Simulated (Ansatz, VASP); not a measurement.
**S: VASP beside Ansatz**

Contents of INCAR:

```
SYSTEM = S
PREC = Accurate ; ENCUT = 600
EDIFF = 1E-7 ; ISMEAR = 0
SIGMA = 0.1 ; LREAL = .FALSE.
LASPH = .TRUE. ; NELM = 60
ALGO = Normal ; ISIF = 3
LWAVE = .FALSE. ; LCHARG = .FALSE.
GGA = PS ; IBRION = 2
NSW = 80 ; EDIFFG = -0.05
```

Contents of KPOINTS:

```
regular mesh
0
G
  6 6 4
  0 0 0
```

The input POSCAR:

```
S
1.0
    3.7034350855      0.0000000000      0.0000000000
   -1.8517175428      3.2072688653      0.0000000000
    0.0000000000      0.0000000000      4.6897718071
S
3
Direct
    0.2486416236      0.0000000000      0.3333333333
    0.0000000000      0.2486416236      0.6666666667
    0.7513583764      0.7513583764      0.0000000000
```

Input for Ansatz:

```yaml
crystal:
  lattice:
    - [3.7034350855, 0.0, 0.0]
    - [-1.8517175428, 3.2072688653, 0.0]
    - [0.0, 0.0, 4.6897718071]
  atoms:
    - { symbol: S, position: [0.2486416236, 0.0, 0.3333333333] }
    - { symbol: S, position: [0.0, 0.2486416236, 0.6666666667] }
    - { symbol: S, position: [0.7513583764, 0.7513583764, 0.0] }
basis:
  ecutwfc: 420
kpoints:
  mp_grid: { grid: [6, 6, 4] }
hamiltonian:
  xc: pbesol
scf:
  occupations: { method: gaussian, width: 0.1 }
output:
  forces: true
  stress: true
  eigenvalues: true
relax:
  adjacent_minimum: "off"
  f_tol: 0.05
  max_steps: 60
  cell: { stress_tol: 0.5 }
```

Alike in both runs: task relaxation of cell and atoms; functional PBEsol; k mesh 6 × 6 × 4; occupations gaussian, width 0.1 eV; no spin polarisation.

```csv
,VASP,Ansatz
version,VASP 6.6.1,Ansatz 0.2.0
potentials or method,"VASP PAW PBE potentials, release 64 (S)","scalar-relativistic, plane waves, PAW"
plane-wave cutoff (eV),600,420
valence electrons in the cell,18,18
```

VASP gave:

- gap on the k mesh at the Fermi level, each at its own relaxed structure (eV): 1.90
- relaxed volume (Å³/atom): 24.10
- relaxed cell length with the largest relative difference (Å): 4.366
- energy change over the relaxation (meV/atom): -142

Q: Which values does Ansatz return?

A: gap on the k mesh at the Fermi level, each at its own relaxed structure (eV): 1.66; relaxed volume (Å³/atom): 23.37; relaxed cell length with the largest relative difference (Å): 4.282; energy change over the relaxation (meV/atom): -129.

Caveats: the volume moved by over 15 % at a fixed basis, so the end points are rough (VASP); the PAW data sets were made with another functional, which shifts forces and pressure a little (VASP). A k mesh can miss the band edges. Zero-point motion and thermal expansion aren't in these numbers.
